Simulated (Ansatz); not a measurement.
Relax this structure to zero stress and force, keeping its symmetry:

```
CELL_PARAMETERS angstrom
0.00000 2.19891 2.19891
2.19891 0.00000 2.19891
2.19891 2.19891 0.00000
ATOMIC_POSITIONS crystal
Ta 0.50000 0.50000 0.50000
N 0.00000 0.00000 0.00000
```

Computed with DFT r2SCAN, scalar-relativistic, plane waves, PAW in Ansatz 0.2.0.

Cutoff 500 eV; k points 16×16×16 on the computed 2-atom cell (Γ-centred); Gaussian smearing, width 0.10 eV; no spin polarisation.

**Question.** What does it relax to?

**Answer.** The volume drops by 0.01 Å³/atom to 10.62 Å³/atom, and the energy changes by under 0.1 meV/atom. Final structure:
```cif
data_structure
_symmetry_space_group_name_H-M 'Fm-3m'
_symmetry_Int_Tables_number 225
_cell_length_a 4.3965
_cell_length_b 4.3965
_cell_length_c 4.3965
_cell_angle_alpha 90.000
_cell_angle_beta 90.000
_cell_angle_gamma 90.000
_cell_volume 84.98
loop_
_atom_site_label
_atom_site_type_symbol
_atom_site_symmetry_multiplicity
_atom_site_Wyckoff_symbol
_atom_site_fract_x
_atom_site_fract_y
_atom_site_fract_z
_atom_site_occupancy
Ta1 Ta 4 b 0.50000 0.00000 0.00000 1
N1 N 4 a 0.00000 0.00000 0.00000 1
```

Spin–orbit coupling is left out, which can shift energies with elements as heavy as these.

This rock-salt form isn't the usual stable structure of the compound.